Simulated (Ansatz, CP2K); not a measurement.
## Mg: 3 runs at one level of theory

```
Mg
1.0
     3.20930    0.00000    0.00000
    -1.60465    2.77934    0.00000
     0.00000    0.00000    5.21030
Mg
2
Direct
  0.66667 0.33333 0.75000
  0.33333 0.66667 0.25000
```

Alike in all runs: task single point; functional PBEsol; k mesh 10 × 10 × 5; occupations fermi-dirac, width 0.05 eV; no spin polarisation; no spin-orbit coupling. Pressure is positive in compression and, in plane waves, holds the error of the finite cutoff, which Ansatz's Pulay term estimates and takes out.

| program and potentials | plane-wave cutoff (eV) | notes | pressure (GPa) |
| --- | --- | --- | --- |
| Ansatz, Ansatz PAW | 420 | potentials made for PBE, which Ansatz adapts in part | -1.04 |
| Ansatz, all-electron LAPW, scalar-relativistic | - | - | -1.06 |
| CP2K, POTENTIAL_UZH Mg GTH-PBE-q10; TZVP-MOLOPT-PBE-GTH basis | - | atomic basis; potentials made for PBE | -0.06 |

The pressure spans -1.06 (Ansatz, all-electron LAPW, scalar-relativistic) to -0.06 GPa (CP2K, POTENTIAL_UZH Mg GTH-PBE-q10; TZVP-MOLOPT-PBE-GTH basis), with all-electron results at -1.06. Rows in atomic bases carry the error of their basis and grid, which can be large.

The functional is the same throughout but for its coding, so the spread measures potentials, basis and numerics; runs on potential files found faulty are left out.
